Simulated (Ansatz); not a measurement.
**An added Al started as a split pair with an O atom in corundum Al2O3, 121 atoms, charge +3**

All numbers come from Ansatz (PAW, plane waves, no spin–orbit coupling) at the single k point (¼, ¼, ¼) without its symmetry partners. The atoms were relaxed with PBEsol in a fixed cell; other functionals are single points on those atoms unless said otherwise. The valence top and gap of the host come from its small cell on a dense mesh, with the band extrema sought between the mesh points, lined up by the mean potential, PBEsol gap 6.03 eV, HSE06 gap 7.99 eV. The charge correction uses an assumed dielectric constant of 10.

Cell: a = 9.548 Å, b = 9.548 Å, c = 13.014 Å, α = 90.00°, β = 90.00°, γ = 120.00°.

Nearest atoms after relaxation, from the placed atom (for vacancies from the middle of the vacant sites): O at 1.73 Å, O at 1.73 Å, O at 1.73 Å, O at 2.22 Å, O at 2.22 Å, O at 2.22 Å, Al at 2.48 Å, Al at 2.81 Å.

Chemical potentials μ are those of reference phases of the elements at zero temperature by the same functional (the usual solids, diamond for C, grey Sn, and the molecules H2, N2, O2, F2, Cl2, Br2 and S8).

| functional | E(defect) − E(host) − Σ nμ + q·E_VBM (eV) | monopole (eV) | alignment (eV) | formation energy at E_F = VBM (eV) | moment (μB) | wall time, shared host |
| --- | --- | --- | --- | --- | --- | --- |
| PBEsol | -6.74 | 1.74 | 0.12 | -4.88 | 0 (no spin) | 15 s on NVIDIA GB200 (relaxation) |
| HSE06 | -10.24 | 1.74 | 0.13 | -8.37 | 0 (no spin) | 22 s on NVIDIA GB200 |

HSE06 one-electron levels near the gap (the ten most localised at most), from the host's valence top, not corrected for the charge's images:

| level (eV) | spin | filling | atoms sharing it | element of the atom with most weight |
| --- | --- | --- | --- | --- |
| -0.20 | both | 2.00 | 46.0 | spread |
| -0.18 | both | 2.00 | 38.9 | spread |
| -0.15 | both | 2.00 | 48.5 | spread |
| -0.13 | both | 2.00 | 39.9 | spread |
| -0.10 | both | 2.00 | 40.6 | spread |
| -0.06 | both | 2.00 | 47.8 | spread |
| 0.03 | both | 2.00 | 41.1 | spread |
| 0.16 | both | 2.00 | 11.9 | O |
| 0.22 | both | 2.00 | 11.4 | O |
| 0.23 | both | 2.00 | 12.8 | O |

All elements are taken at their own reference at once; growth conditions in equilibrium with the host shift these energies, by up to the host's formation enthalpy.

One k point and a cell of this size can leave errors of several tenths of an eV in such numbers.
